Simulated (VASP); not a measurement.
Crystal: HfN.

```xyz
2
Lattice="0.0000 2.4548 2.4548 2.4548 0.0000 2.4548 2.4548 2.4548 0.0000" Properties=species:S:1:pos:R:3 pbc="T T T"
Hf    0.0000    0.0000    0.0000
N     1.2274    1.2274    1.2274
```

The cell comes from a database or a generator and needn't be the stable form of this composition.

| Property | Result |
| --- | --- |
| Program | VASP 6.6.1 |
| Task | relaxation of cell and atoms |
| Functional | PBEsol |
| Potentials or basis | VASP PAW PBE potentials, release 64 (Hf_pv, N) |
| Cutoff | 600 eV |
| k mesh | 8 × 8 × 8 |
| Occupations | fermi-dirac, width 0.05 eV |
| Spin | no spin polarisation |

At the start: pressure -6.2 GPa; volume 14.79 Å³/atom.

How do energy, volume and symmetry change on relaxing?

Over 3 steps the energy falls by 9.1 meV/atom and the volume is 14.34 Å³/atom (-3.1 %); space group F-43m (No. 216, to 0.05 Å).

The path:
| step | energy change (eV) | largest force (eV/Å) | pressure (GPa) | volume (Å³) |
| --- | --- | --- | --- | --- |
| 1 | 0.0000 | 0.0000 | -6.16 | 29.59 |
| 2 | 0.0344 | 0.0000 | 12.16 | 27.22 |
| 3 | -0.0182 | 0.0000 | -0.10 | 28.68 |

Final structure:
```yaml
crystal:
  lattice:
    - [0.00000, 2.42955, 2.42955]
    - [2.42955, 0.00000, 2.42955]
    - [2.42955, 2.42955, 0.00000]
  atoms:
    - { symbol: Hf, position: [0.00000, 0.00000, 0.00000] }
    - { symbol: N, position: [0.25000, 0.25000, 0.25000] }
```

Caveat: the PAW data sets were made with another functional, which shifts forces and pressure a little.
